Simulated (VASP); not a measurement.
# BP in VASP: notebook, part 2 of 3

VASP 6.6.1.

**4. Work function, PBE0**

POSCAR

```
BP                                      
1.0
    3.2040943696      0.0000000000      0.0000000000
   -1.6020471848      2.7748271181      0.0000000000
    0.0000000000      0.0000000000     16.0000000000
  B               P             
     1     1
Direct
     0.3333330000000032    0.6666669999999968    0.5000000000000000
     0.6666669999999968    0.3333330000000032    0.5000000000000000
```

INCAR.step1

```
ALGO     = Normal         # electronic algorithm
DIPOL    = 0.5 0.5 0.500
EDIFF    = 1E-5           # SCF threshold, eV
ENCUT    = 520            # plane-wave cutoff, eV
GGA      = PE             # functional
IDIPOL   = 3            
ISIF     = 2              # what is computed and relaxed
ISMEAR   = 0              # smearing method
KPAR     = 4            
LASPH    = True           # aspherical terms in the spheres
LDIPOL   = True         
LREAL    = False          # projectors in reciprocal space
LWAVE    = True           # write WAVECAR
NELM     = 80             # most SCF steps
PREC     = Accurate       # precision mode
SIGMA    = 0.03           # smearing width, eV
```

INCAR.step2

```
AEXX     = 0.25           # exact-exchange fraction
ALGO     = Normal         # electronic algorithm
DIPOL    = 0.5 0.5 0.500
EDIFF    = 1E-7           # SCF threshold, eV
ENCUT    = 520            # plane-wave cutoff, eV
GGA      = PE             # functional
IDIPOL   = 3            
ISIF     = 2              # what is computed and relaxed
ISMEAR   = 0              # smearing method
ISTART   = 1            
KPAR     = 4            
LASPH    = True           # aspherical terms in the spheres
LCHARG   = True           # write CHGCAR
LDIPOL   = True         
LHFCALC  = True           # exact exchange
LREAL    = False          # projectors in reciprocal space
LVACPOTAV= True         
LVHAR    = True         
LWAVE    = False          # write WAVECAR
NELM     = 80             # most SCF steps
PREC     = Accurate       # precision mode
PRECFOCK = Fast         
SIGMA    = 0.03           # smearing width, eV
```

KPOINTS

```
k-points
0
Gamma
  6 6 1
```

Potentials or basis: VASP PAW PBE potentials, release 64 (B, P).

Launch:

```bash
cat potpaw_PBE.64/B/POTCAR potpaw_PBE.64/P/POTCAR > POTCAR
cp INCAR.step1 INCAR
mpirun -np 4 vasp_std > vasp.out
cp INCAR.step2 INCAR
mpirun -np 4 vasp_std > vasp.out
```

OUTCAR:

```text
AEXX = 0.25
   EDIFF = 1E-7
   ENCUT = 520
   GGA = PE
   ISIF = 2
   ISMEAR = 0
   ISTART = 1
   LASPH = True
   LHFCALC = True
   LREAL = False
   NELM = 80
   PREC = Accurate
   PRECFOCK = Fast

 ion  position               nearest neighbor table
   1  0.333  0.667  0.500-   2 1.85   2 1.85   2 1.85
   2  0.667  0.333  0.500-   1 1.85   1 1.85   1 1.85

  LATTYP: Found a hexagonal cell.
 ALAT       =     3.2040943696
 C/A-ratio  =     4.9936107225

  Lattice vectors:

 A1 = (   3.2040943696,   0.0000000000,   0.0000000000)
 A2 = (  -1.6020471848,   2.7748271181,   0.0000000000)
 A3 = (   0.0000000000,   0.0000000000,  16.0000000000)

Analysis of symmetry for initial positions (statically):
=====================================================================
 Subroutine PRICEL returns:
 Original cell was already a primitive cell.

 Routine SETGRP: Setting up the symmetry group for a
 hexagonal supercell.

 Subroutine GETGRP returns: Found 12 space group operations
 (whereof 12 operations were pure point group operations)
 out of a pool of 24 trial point group operations.

The static configuration has the point symmetry D_3h.

Analysis of symmetry for dynamics (positions and initial velocities):
=====================================================================
 Subroutine PRICEL returns:
 Original cell was already a primitive cell.

 Routine SETGRP: Setting up the symmetry group for a
 hexagonal supercell.

 Subroutine GETGRP returns: Found 12 space group operations
 (whereof 12 operations were pure point group operations)
 out of a pool of 24 trial point group operations.

The dynamic configuration has the point symmetry D_3h.

 Subroutine INISYM returns: Found 12 space group operations
 (whereof 12 operations are pure point group operations),
 and found     1 'primitive' translations

----------------------------------------------------------------------------------------

                                     Primitive cell

  volume of cell :     142.2529

  direct lattice vectors                    reciprocal lattice vectors
     3.204094370  0.000000000  0.000000000     0.312100670  0.180191406  0.000000000
    -1.602047185  2.774827118  0.000000000     0.000000000  0.360382812  0.000000000
     0.000000000  0.000000000 16.000000000     0.000000000  0.000000000  0.062500000

  length of vectors
     3.204094370  3.204094368 16.000000000     0.360382812  0.360382812  0.062500000

  position of ions in fractional coordinates (direct lattice)
     0.333333000  0.666667000  0.500000000
     0.666667000  0.333333000  0.500000000

  ion indices of the primitive-cell ions
   primitive index   ion index
                 1           1
                 2           2

----------------------------------------------------------------------------------------

 KPOINTS: k-points

Automatic generation of k-mesh.
 Grid dimensions read from file:
 generate k-points for:    6    6    1

 Generating k-lattice:

  Cartesian coordinates                     Fractional coordinates (reciprocal lattice)
[... 28 lines left out ...]
   dimension x,y,z NGXF=    48 NGYF=   48 NGZF=  240
   ions per type =               1   1
   NGX,Y,Z   is equivalent  to a cutoff of  12.45, 12.45, 12.47 a.u.
   NGXF,Y,Z  is equivalent  to a cutoff of  24.91, 24.91, 24.94 a.u.
 SYSTEM =  unknown system
   PREC   = accura    normal or accurate (medium, high low for compatibility)
   ISTART =      1    job   : 0-new  1-cont  2-samecut
   ICHARG =      0    charge: 1-file 2-atom 10-const
   ISPIN  =      1    spin polarized calculation?
   LNONCOLLINEAR =      F non collinear calculations
   LSORBIT =      F    spin-orbit coupling
   LASPH  =      T    aspherical Exc in radial PAW
   ENCUT  =  520.0 eV  38.22 Ry    6.18 a.u.   5.96  5.96 29.75*2*pi/ulx,y,z
   NELM   =     80;   NELMIN=  2; NELMDL=  0     # of ELM steps
   EDIFF  = 0.1E-06   stopping-criterion for ELM
   LREAL  =      F    real-space projection
   EDIFFG = 0.1E-05   stopping-criterion for IOM
   NSW    =      0    number of steps for IOM
   IBRION =     -1    ionic relax: 0-MD 1-quasi-New 2-CG
   NFREE  =      0    steps in history (QN), initial steepest desc. (CG)
   ISIF   =      2    stress and relaxation
   ISYM   =      3    0-nonsym 1-usesym 2-fastsym
   POTIM  = 0.5000    time-step for ionic-motion
   TEBEG  =    0.0;   TEEND  =   0.0 temperature during run
   PSTRESS=    0.0 pullay stress
   NELECT =       8.0000    total number of electrons
   NUPDOWN=      -1.0000    fix difference up-down
   EMIN   =  10.00;   EMAX   =-10.00  energy-range for DOS
   EFERMI =   0.00;   METHOD = LEGACY
   ISMEAR =     0;   SIGMA  =   0.03  broadening in eV -4-tet -1-fermi 0-gaus
   EFERMI_NEDOS =   21; number of points for ismear=-14 and -15
   IALGO  =     38    algorithm
   IMIX   =      1    mixing-type and parameters
     AMIX     =   0.40;   BMIX     =  1.00
     AMIX_MAG =   1.60;   BMIX_MAG =  1.00
  volume/ion in A,a.u.               =      71.13       479.99
  Fermi-wavevector in a.u.,A,eV,Ry     =   0.627217  1.185268  5.352546  0.393401
  Thomas-Fermi vector in A             =   1.688740
   LORBIT       =      0    0 simple, 1 ext, 2 COOP (PROOUT), +10 PAW based schemes
   GGA     = PE    functional components
   LHFCALC =     T    Hartree Fock is set to
   PRECFOCK=fast      Normal, Fast or Accurate (Low or Medium for compatibility)
   ENCUT4O =  -1.0   cutoff for four orbital integrals eV
   NKREDX  =     1    reduce k-point grid by
   NKREDY  =     1    reduce k-point grid by
   NKREDZ  =     1    reduce k-point grid by
   AEXX    =    0.2500 exact exchange contribution
   HFSCREEN=    0.0000 screening length (either q_TF or 0.3 A-1)
   HFSCREENC=   0.0000 screening length for correlation (either q_TF or 0.3 A-1)
   ENCUTFOCK=  -1.0 apply spherical cutoff to Coloumb kernel
   IVDW    =     0    specifies the selected vdW correction
   LEPSILON=     F    determine dielectric tensor
   LRPA    =     F    only Hartree local field effects (RPA)
 non-spin polarized calculation
 Gauss-broadening in eV      SIGMA  =   0.03
  energy-cutoff  :      520.00
  volume of cell :      142.25
 maximum number of plane-waves:      3858
 NGX is ok and might be reduce to    24
  NGX = 14; NGY = 14; NGZ = 70

 number of electron       8.0000000 magnetization

 dipolmoment           0.000000      0.000000      0.000000 electrons x Angstroem

 Free energy of the ion-electron system (eV)
  ---------------------------------------------------
  ext. energy  EPLUGINS =         0.00000000
  ---------------------------------------------------
  free energy    TOTEN  =       -14.88024075 eV

  energy without entropy =      -14.88024075  energy(sigma->0) =      -14.88024075

 E-fermi :  -3.6111     XC(G=0):  -2.0537

 val. band max:       -3.7392899228   @ k =   0.3333   0.3333   0.0000
 cond. band min:      -1.7235622067   @ k =   0.3333   0.3333   0.0000
 fundamental gap:      2.0157277162
 Fermi energy:        -3.6111367655

 k-point     1 :       0.0000    0.0000    0.0000
  band No.  band energies     occupation
      1     -19.2344      2.00000
      2      -8.6147      2.00000
      3      -5.8504      2.00000
      4      -5.8503      2.00000
      5       1.1465      0.00000
      6       2.2171      0.00000
      7       2.5235      0.00000
      8       2.5236      0.00000
[... 56 lines left out ...]
 k-point     7 :       0.3333    0.3333    0.0000
  band No.  band energies     occupation
      1     -15.3442      2.00000
      2     -12.8858      2.00000
      3     -10.9222      2.00000
      4      -3.7393      2.00000
      5      -1.7236      0.00000
      6       4.0249      0.00000
      7       5.3220      0.00000
      8       6.3391      0.00000

------------------------ aborting loop because EDIFF is reached ----------------------------------------

  FORCE on cell =-STRESS in cart. coord.  units (eV):
  Direction    XX          YY          ZZ          XY          YZ          ZX
  --------------------------------------------------------------------------------------
  -------------------------------------------------------------------------------------
  Total       -0.2514249     -0.2514249     -0.0213130      0.0000000      0.0000000      0.0000000
  in kB       -2.8317674     -2.8317674     -0.2400457      0.0000000      0.0000000      0.0000000
  external PRESSURE =      -1.9678602 kB  Pullay stress =       0.0000000 kB

 VOLUME and BASIS-vectors are now :
 -----------------------------------------------------------------------------
  energy-cutoff  :      520.00
  volume of cell :      142.25
      direct lattice vectors                 reciprocal lattice vectors
     3.204094370  0.000000000  0.000000000     0.312100670  0.180191406  0.000000000
    -1.602047185  2.774827118  0.000000000     0.000000000  0.360382812  0.000000000
     0.000000000  0.000000000 16.000000000     0.000000000  0.000000000  0.062500000

 POSITION                                       TOTAL-FORCE (eV/Angst)
 -----------------------------------------------------------------------------------
     -0.00000      1.84989      8.00000        -0.000000     -0.000000      0.000000
      1.60205      0.92494      8.00000         0.000000      0.000000      0.000000
 -----------------------------------------------------------------------------------
    total drift:                               -0.000135      0.000055      0.000000

  FREE ENERGIE OF THE ION-ELECTRON SYSTEM (eV)
  ---------------------------------------------------
  free  energy   TOTEN  =       -14.8802407482 eV

  energy  without entropy=      -14.8802407482  energy(sigma->0) =      -14.88024075

 vacuum level on the upper side and lower side of the slab         2.024         2.024
```

Run time: 59 s. Hardware: 4 MPI ranks of Intel Xeon Platinum 8175M at 2.50GHz (Skylake/Cascade Lake), shared host; peak memory 0.24 GiB.

Results:

- Free energy: -14.8802 eV
- Band gap on the k mesh: 2.02 eV, direct
- Ionisation potential of the upper face: 5.76 eV

Caveat: the PAW data sets were made with another functional, which shifts forces and pressure a little.

(Part 2 of 3 ends here.)
